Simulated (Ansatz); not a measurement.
I in Ansatz: the effect of target pressure

The system is I.

```
I
1.0
     0.00000    2.36560    3.90984
     2.19225    0.00000    3.90984
     2.19225    2.36560    0.00000
I
1
Cartesian
  0.0000 0.0000 0.0000
```

Alike in all runs:

```yaml
Program: Ansatz 0.2.0
Task: relaxation of cell and atoms
Functional: r2SCAN
Potentials_or_basis: Ansatz PAW
Cutoff: "500 eV (not typed: the program's choice for these potentials)"
k_mesh: 9 × 9 × 9
Occupations: fermi-dirac, width 0.05 eV
Spin: no spin polarisation
```

Each run relaxes the cell or the atoms first.

```tsv
target pressure	relaxed volume (Å³/atom)
0 GPa	40.55
2 GPa	?
5 GPa	32.74
10 GPa	29.72
20 GPa	26.27
30 GPa	24.12
```

Problem. What does the run with target pressure 2 GPa give?

Solution. Relaxed volume 36.06 Å³/atom.

Worked out: A parabola through the other rows of the relaxed volume, of slope -1.09 Å³/atom per GPa there, gives 37.27 Å³/atom, against the run's 36.06.

Caveats: the plane-wave basis is chosen anew once the cell has moved, so the energies of steps on either side of that aren't comparable; an odd number of electrons without spin polarisation forces a metal; a magnetic or distorted state may lie lower; the PAW data sets come from PBE, with cores solved anew for the run's functional, which leaves a small shift of forces and pressure; the volume moved by over 15 % at a fixed basis, so the end points are rough (some runs).
